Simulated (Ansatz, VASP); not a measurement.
MgS in VASP and in Ansatz

```
Mg S
1.0
     0.00000    2.60165    2.62767
     2.60165    0.00000    2.62767
     2.60165    2.60165    0.00000
Mg S
1 1
Cartesian
  0.0000 0.0000 0.0000
  2.6016 2.6016 2.6277
```

Change from the starting cell: zz strain of +1 %.

Alike in both runs: task single point; functional PBEsol; k mesh 10 × 10 × 10; occupations fermi-dirac, width 0.03 eV; no spin polarisation.

|  | VASP | Ansatz |
| --- | --- | --- |
| version | VASP 6.6.1 | Ansatz 0.2.0 |
| potentials or method | VASP PAW PBE potentials, release 64 (Mg, S), cutoff 520 eV | all-electron LAPW, scalar-relativistic |

Ansatz gave:

| Property | Result |
| --- | --- |
| gap on the k mesh at the Fermi level (eV) | 2.64 |
| pressure (GPa) | -1.7 |
| largest component of the traceless stress (GPa) | 0.64 |

Estimate VASP's values.

gap on the k mesh at the Fermi level (eV): 2.64; pressure (GPa): -1.9; largest component of the traceless stress (GPa): 0.64.

Ansatz ran all-electron here, so the differences hold the error of VASP's frozen core and of both bases.

Caveats: the PAW data sets were made with another functional, which shifts forces and pressure a little (VASP). A k mesh can miss the band edges.
